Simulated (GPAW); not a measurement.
Consider Sc on a Y site in YSi2Rh3.

```
Rh Sc Y Si
1.0
     5.47194    0.00000    3.60374
    -2.73597    4.73884    3.60374
    -2.73597   -4.73884    3.60374
Rh Sc Y Si
9 1 2 6
Direct
  0.50000 0.00000 0.00000
  0.84667 0.34582 0.34582
  0.15333 0.65418 0.65418
  0.34582 0.34582 0.84667
  0.65418 0.65418 0.15333
  0.00000 0.00000 0.50000
  0.00000 0.50000 0.00000
  0.34582 0.84667 0.34582
  0.65418 0.15333 0.65418
  0.00000 0.00000 0.00000
  0.33210 0.33210 0.33210
  0.66790 0.66790 0.66790
  0.00000 0.31675 0.68325
  0.31674 0.68326 0.00000
  0.68326 0.00000 0.31674
  0.31674 0.00000 0.68326
  0.68326 0.31674 0.00000
  0.00000 0.68325 0.31675
```

Absorber: atom 14, with 2 Rh at 2.35 Å, 2 Rh at 2.41 Å and 2 Rh at 2.46 Å (distorted trigonal prismatic; 3.0 Å from the defect atom). Method: GPAW, PBE, excited-electron core hole (neutral cell), 18-atom cell with 6.6 Å between holes, 4×4×4 k points, dipole transitions, Gaussian full width 0.9 eV up to 4 eV, rising linearly to 3.5 eV at 25 eV.

Predict the near-edge structure at the Si K edge.

Main maxima up to 24 eV above the zero (height): 0.9 eV (1.15), 3.9 eV (2.02), 8.9 eV (1.12) and 19.3 eV (0.85). A K edge sees empty p states on the absorber. The total-energy difference is 1851.69 eV. One term is added: -14.97 eV, since the hole is spin-paired here and a spin-polarised one costs that much less in the free atom (computed apart). The photon energy is then 1836.72 eV. The tabulated edge of the element is 1839 eV. The functional leaves an error of a few eV in such absolute values.

The Si K spectrum (energy from the lowest empty level; intensity scaled to a mean of 1 over the first 20 eV):

```tsv
E (eV)	isotropic	ε ∥ x	ε ∥ y	ε ∥ z
-2.0	0.00	0.00	0.00	0.00
-1.0	0.00	0.00	0.00	0.00
0.0	0.48	0.58	0.46	0.40
1.0	1.14	1.25	1.49	0.67
2.0	1.08	1.14	1.29	0.82
3.0	1.53	1.79	1.80	1.00
4.0	2.00	2.64	2.35	1.02
5.0	1.45	1.57	1.98	0.81
6.0	0.83	0.89	1.00	0.60
7.0	0.79	0.83	0.79	0.75
8.0	0.96	0.76	0.68	1.45
9.0	1.12	0.73	0.63	1.99
10.0	1.04	0.66	0.56	1.90
11.0	0.94	0.68	0.58	1.56
12.0	0.81	0.74	0.69	1.01
13.0	0.73	0.71	0.76	0.72
14.0	0.75	0.72	0.80	0.73
15.0	0.77	0.75	0.79	0.78
16.0	0.77	0.76	0.73	0.81
17.0	0.79	0.76	0.70	0.91
18.0	0.82	0.79	0.73	0.95
19.0	0.85	0.89	0.83	0.82
20.0	0.84	0.97	0.93	0.62
21.0	0.79	0.95	0.95	0.47
22.0	0.73	0.86	0.89	0.43
23.0	0.68	0.77	0.81	0.45
24.0	0.65	0.72	0.75	0.47
25.0	0.63	0.71	0.73	0.47
26.0	0.65	0.73	0.74	0.47
27.0	0.68	0.76	0.76	0.50
```

In so small a cell the defects form an ordered array, and no site is far from one. The mesh is coarse (0.24 Å⁻¹ between points), so small maxima may be mesh ripples. Lifetime broadening is put in by hand, and intensities beyond about 20 eV depend on it and on the partial waves; weight that the partial waves miss at high energy is lost.

[Banner, clock and machine lines of the logs are left out without a mark of their own.]

[Logs are printed without paths, hosts, clocks, repeated set-up lines and the standing remarks that a program may print on its own settings, such as how far it seeks lower states.]

[Hosts, paths, dates, database ids (printed as entryN), source tags and the programs' standing remarks are cut or masked in the printed files.]

[Lists of maxima count a maximum above −3 eV only where it reaches 4 % of the highest in the window and stands out from its surroundings by 2 % of it (1.5 % where it reaches 55 %); shoulders and weaker maxima are passed over, and of the rest the first, up to two pre-edge ones and the few strongest are named.]
